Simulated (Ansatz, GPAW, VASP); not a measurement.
## One calculation of AlRu, 3 ways

```xyz
2
Lattice="2.9916 0.0000 0.0000 0.0000 2.9916 0.0000 0.0000 0.0000 2.9916" Properties=species:S:1:pos:R:3 pbc="T T T"
Ru    1.4958    1.4958    1.4958
Al    0.0000    0.0000    0.0000
```

Alike in all runs: task single point; functional LDA; k mesh 9 × 9 × 9; occupations gaussian, width 0.1 eV; no spin polarisation; no spin-orbit coupling. LDA stands for any of its common fits. Pressure is positive in compression and, in plane waves, holds the error of the finite cutoff.

```json
{"program and potentials": "GPAW, the program's PAW data sets (release 1.2.1) made for this functional", "plane-wave cutoff (eV)": "600", "notes": "9.5 valence electrons an atom on average", "pressure (GPa)": "-7.63"}
{"program and potentials": "Ansatz, all-electron LAPW, scalar-relativistic", "plane-wave cutoff (eV)": "-", "notes": "-", "pressure (GPa)": "-8.21"}
{"program and potentials": "VASP, LDA PAW files Al, Ru_pv, 520 eV", "plane-wave cutoff (eV)": "520", "notes": "8.5 valence electrons an atom on average", "pressure (GPa)": "-7.71"}
```

The pressure spans -8.21 (Ansatz, all-electron LAPW, scalar-relativistic) to -7.63 GPa (GPAW, the program's PAW data sets (release 1.2.1) made for this functional), with all-electron results at -8.21.

The functional is the same throughout but for its coding, so the spread measures potentials, basis and numerics; runs on potential files found faulty are left out.
